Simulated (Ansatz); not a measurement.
VH2 (Fm-3m): electronic heat capacity and spin susceptibility from the density of states

These are results of Ansatz 0.2.0, DFT r2SCAN, scalar-relativistic, plane waves, PAW, not measurements.

Cutoff 500 eV; k points 16×16×16 on the computed 3-atom cell (Γ-centred); Gaussian smearing, width 0.10 eV; no spin polarisation.

Relaxed cell: Fm-3m, a = 4.188 Å, b = 4.188 Å, c = 4.188 Å, α = 90.00°, β = 90.00°, γ = 90.00°, 3 atoms in the primitive cell. Whether it is the stable form of this composition wasn't checked.

The density of states at the Fermi level is 1.306 states/eV in the cell of 3 atoms (1 formula unit; both spins, tetrahedra on a 24×24×24 mesh). Averaged over bins of 0.1 eV the density runs from 1.2 to 1.9 states/eV within 0.2 eV of the Fermi level, so the figure hangs on the exact place of that level.

What Sommerfeld coefficient and Pauli susceptibility does this give?

Per formula unit N(E_F) = 1.306 states/eV. γ = (π²/3) k_B² N(E_F) N_A = 2.357 mJ/(mol K²) per state/eV, so γ = 3.1 mJ/(mol K²), a mole of formula units. χ_P = μ_B² N(E_F) N_A = 3.23×10⁻⁵ emu/mol per state/eV gives 4.2×10⁻⁵ emu/mol. This is the bare band result: a measured γ of the same phase is as a rule larger by a factor 1 + λ from phonons and spin fluctuations, the spin part of χ is larger by the Stoner factor, and a measured χ also holds orbital and core terms. N(E_F) at one energy is sensitive to the mesh where the density of states has sharp peaks.

A ferromagnetic start lost its moments in a first run, so spin was left out; other magnetic orders weren't tried.

Cost: 1 run of about 0.58 core-minutes, on Arm Neoverse V1 (shared hosts).